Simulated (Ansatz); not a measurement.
Two Ansatz runs on ZrC

The structure is an experimental refinement, used without relaxation.

First run: DFT, PBE, all-electron LAPW, non-relativistic (Ansatz 0.2.0).

Command: `ansatz run input.yaml --threads 1 --pin off --max-ram 2048MiB --backend cpu --events-out ev --progress --plain --runs-dir out` The run took 25 s on 1 thread of Arm Neoverse V1, on a shared host, peak memory 0.42 GiB.

```yaml
crystal:
  lattice:
    - [0.0, 2.35021, 2.35021]
    - [2.35021, 0.0, 2.35021]
    - [2.35021, 2.35021, 0.0]
  atoms:
    - { symbol: Zr, position: [0.5, 0.5, 0.5] }
    - { symbol: C, position: [0.0, 0.0, 0.0] }
kpoints:
  mp_grid: { grid: [15, 15, 15] }
  band_path:
    path:
      - [0.0, 0.0, 0.0]
      - [0.5, 0.0, 0.5]
      - [0.625, 0.25, 0.625]
      - [0.375, 0.375, 0.75]
      - [0.0, 0.0, 0.0]
      - [0.5, 0.5, 0.5]
      - [0.5, 0.25, 0.75]
      - [0.5, 0.0, 0.5]
    npoints: 5
scf:
  occupations: { method: fermi_dirac, width: 0.05 }
hamiltonian:
  xc: pbe
  pseudopotentials:
    kind: all_electron
    lapw: { basis_error: 0.0005 }
    relativity: none
output:
  forces: true
  stress: true
  eigenvalues: true
```

Result: converged; pressure 2.60 GPa; no gap on the k mesh; 10 SCF iterations.

The input is then changed:

```diff
@@ -28,4 +28,6 @@
     lapw: { basis_error: 0.0005 }
     relativity: none
+  dispersion: d4
+  hubbard: { sites: [{ species: Zr, l: d, u_eff: 6.0 }], double_counting: fll }
 output:
   forces: true
```

(1) What does the second run give?

Answers

(1) It converged; pressure 8.87 GPa; no gap on the k mesh; 10 SCF iterations.
